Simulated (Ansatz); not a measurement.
This is a one-shot G0W0 calculation with Ansatz on AlP (started from an entry of an open crystallographic database); the level of theory is G0W0@PBE with 225 empty bands, a screening cutoff of 180 eV and a 6×6×6 mesh, norm-conserving potentials. The cell was relaxed beforehand with r2SCAN.

The input:
```yaml
crystal:
  lattice:
    - [0.0, 2.7392607921, 2.7392607921]
    - [2.7392607921, 0.0, 2.7392607921]
    - [2.7392607921, 2.7392607921, 0.0]
  atoms:
    - { symbol: Al, position: [0.0, 0.0, 0.0] }
    - { symbol: P, position: [0.25, 0.25, 0.25] }
kpoints:
  mp_grid: { grid: [6, 6, 6] }
hamiltonian:
  xc: pbe
  pseudopotentials: { kind: nc }
scf:
  occupations: { method: fixed }
gw:
  n_empty_bands: 225
  ecut_chi: 180
  qp_bands: [v2, c2]
  qp_kpoints: band_edges
  screening: { model: contour_deformation }
```

Problem. It took 12 s on 1 × NVIDIA H100 80GB HBM3 with 2 threads of AMD EPYC 7R13 Processor (Zen 3) (shared host). What peak of host memory did it reach?

Solution. About 1.4 GiB.

Problem. What will the output look like, and what does it show?

Solution. Abridged output:
```
Functional definition: PBE
Crystal: 2 atoms, lattice volume = 41.108 Å³
Basis set: ecut = 598.650497 eV, 1363 PW (Γ)
Bands: 8, of which v1, the nominal top of the filled ones, is band 4 counted from 1 (3 counted from 0)
Symmetry: 24 space group operations
Space group: F-43m (ITA 216)
k-points: 16 of 216 (time reversal used)
SCF iter   1: HF=-357.240874 eV  Δρ=4.45e-2  dr2=1.06e0
SCF iter   2: HF=-356.978492 eV  Δρ=1.84e-2  dr2=9.81e-2
SCF iter   3: HF=-356.972472 eV  Δρ=6.21e-3  dr2=1.17e-2
SCF iter   4: HF=-356.972751 eV  Δρ=4.68e-4  dr2=6.76e-5
SCF iter   5: HF=-356.972799 eV  Δρ=5.40e-5  dr2=7.52e-7
SCF iter   6: HF=-356.972800 eV  Δρ=8.34e-6  dr2=2.59e-8
SCF 1 converged in 6 iterations: F = -356.972800 eV  dr2 = 2.59e-8
SCF converged after 6 iterations
Free energy (F): -356.972800 eV
Fermi energy:    4.935555 eV
--- G₀W₀: contour deformation, 7 samples at zero and on the imaginary axis and 2 off it, 216 q-points, 225 empty bands' worth ---
    ik  band        ε_KS         Σx   Σc(E_QP)       V_xc       Z   E_QP_lin       E_QP  E_QP is
     0     3      4.9356   -15.8066     1.2663   -13.8115  0.7604     4.2012     4.2068  root
     0     4      4.9356   -15.8066     1.2663   -13.8115  0.7604     4.2012     4.2068  root
     0     5      8.1326    -8.6714    -4.2405   -13.1482  0.7757     8.3696     8.3689  root
     0     6      9.4794    -6.3745    -4.4533   -11.1135  0.7668     9.7662     9.7651  root
     1     3      4.6954   -15.7363     1.3398   -13.6623  0.7590     3.9554     3.9613  root
     1     4      4.6954   -15.7363     1.3398   -13.6623  0.7590     3.9554     3.9613  root
     1     5      8.5024    -7.5675    -4.2478   -12.0678  0.7745     8.7557     8.7550  root
     1     6      9.9093    -6.3367    -4.6029   -11.2252  0.7610    10.1963    10.1950  root
     2     3      4.3269   -15.7720     1.4957   -13.5253  0.7561     3.5692     3.5759  root
     2     4      4.3269   -15.7720     1.4957   -13.5253  0.7561     3.5692     3.5759  root
     2     5      7.9410    -7.3987    -4.0694   -11.7019  0.7793     8.1753     8.1747  root
     2     6      9.9705    -5.7156    -4.6048   -10.5820  0.7632    10.2332    10.2321  root
     3     3      4.1781   -15.8210     1.5655   -13.4961  0.7547     3.4116     3.4188  root
     3     4      4.1781   -15.8210     1.5655   -13.4961  0.7547     3.4116     3.4188  root
     3     5      7.7034    -7.4620    -4.0019   -11.6910  0.7807     7.9309     7.9304  root
     3     6      9.7487    -5.4776    -4.5254   -10.2506  0.7672     9.9973     9.9964  root
     4     3      4.1987   -15.5033     1.5043   -13.2494  0.7557     3.4423     3.4492  root
     4     4      4.1987   -15.5033     1.5043   -13.2494  0.7557     3.4423     3.4492  root
     4     5      8.5168    -6.2219    -4.1677   -10.6096  0.7766     8.7374     8.7368  root
     4     6      9.5475    -7.8859    -4.5072   -12.6254  0.7633     9.7805     9.7797  root
     6     3      2.9525   -15.3209     1.9324   -12.6268  0.7436     2.1811     2.1908  root
     6     4      3.7485   -15.6293     1.7106   -13.1467  0.7514     2.9685     2.9766  root
     6     5      8.2406    -6.2783    -4.1099   -10.5716  0.7789     8.4244     8.4240  root
     6     6      9.9879    -6.5509    -4.5596   -11.3218  0.7615    10.1999    10.1992  root
     8     3      3.3297   -15.1209     1.7788   -12.5817  0.7486     2.5606     2.5693  root
     8     4      4.6302   -15.8409     1.3725   -13.7308  0.7582     3.8865     3.8926  root
     8     5      9.2244    -7.3637    -4.4858   -12.1601  0.7662     9.5364     9.5350  root
     8     6      9.9513    -6.6260    -4.4523   -11.2417  0.7641    10.1151    10.1147  root
     9     3      3.2254   -15.5247     1.9284   -12.8053  0.7459     2.4246     2.4344  root
     9     4      3.2254   -15.5247     1.9284   -12.8053  0.7459     2.4246     2.4344  root
     9     5      7.1612    -5.7276    -3.8221    -9.6545  0.7863     7.2661     7.2660  root
     9     6      8.1245    -5.7717    -4.0628   -10.0077  0.7824     8.2980     8.2977  root
    12     3      2.8537   -15.5814     2.0956   -12.6813  0.7412     2.0380     2.0493  root
    12     4      2.8537   -15.5814     2.0956   -12.6813  0.7412     2.0380     2.0493  root
    12     5      6.5327    -5.3114    -3.6887    -9.0421  0.7902     6.5748     6.5748  root
    12     6      7.4065    -6.1377    -3.8496   -10.1638  0.7859     7.5832     7.5829  root
```
The trailing digits, and the zero of the energies, depend on the potentials and thresholds.

The points are ik 0 = (0, 0, 0) (Γ), ik 1 = (0, 0, 1/6), ik 2 = (0, 0, 1/3), ik 3 = (0, 0, -1/2), ik 4 = (0, 1/6, 1/6), ik 6 = (0, 1/6, -1/2), ik 8 = (0, 1/6, -1/6), ik 9 = (0, 1/3, 1/3), ik 12 = (0, -1/2, -1/2); band 4 is the last filled one.

Over the mesh points the PBE gap of 1.60 eV becomes a quasiparticle gap of 2.37 eV (Γ to k = (0, -1/2, -1/2)), a change of +0.77 eV. Renormalisation factors Z lie between 0.74 and 0.79. G0W0 values are finite-basis, finite-mesh values.

(Simulation; spin polarisation is off.)
